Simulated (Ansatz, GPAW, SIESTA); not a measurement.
**Sn: 4 runs at one level of theory**

```
CELL_PARAMETERS angstrom
-2.02919 2.02919 1.66076
2.02919 -2.02919 1.66076
2.02919 2.02919 -1.66076
ATOMIC_POSITIONS crystal
Sn 0.00000 0.00000 0.00000
```

This isn't the form of Sn at room conditions, which is tetragonal (white tin).

Alike in all runs: task band structure; functional LDA; k mesh 10 × 10 × 10; occupations fermi-dirac, width 0.05 eV; no spin polarisation; no spin-orbit coupling. LDA stands for any of its common fits. Pressure is positive in compression and, in plane waves, holds the error of the finite cutoff, which Ansatz's Pulay term estimates and takes out.

| program and potentials | plane-wave cutoff (eV) | notes | pressure (GPa) |
| --- | --- | --- | --- |
| Ansatz, Ansatz PAW | 420 | potentials made for PBE, which Ansatz adapts in part; Pulay term of +0.03 GPa included | -3.19 |
| Ansatz, all-electron LAPW, scalar-relativistic | - | - | -3.19 |
| SIESTA, files PseudoDojo sr-lda-0.4.1-standard, DZP (energy shift 0.003 Ry; two zetas on semicore shells) | - | atomic basis | -2.35 |
| GPAW, the program's PAW data sets (release 1.2.1) made for this functional | 600 | - | -3.40 |

The pressure spans -3.40 (GPAW, the program's PAW data sets (release 1.2.1) made for this functional) to -2.35 GPa (SIESTA, files PseudoDojo sr-lda-0.4.1-standard, DZP (energy shift 0.003 Ry; two zetas on semicore shells)), with all-electron results at -3.19. Rows in atomic bases carry the error of their basis and grid, which can be large.

The functional is the same throughout but for its coding, so the spread measures potentials, basis and numerics; runs on potential files found faulty are left out.
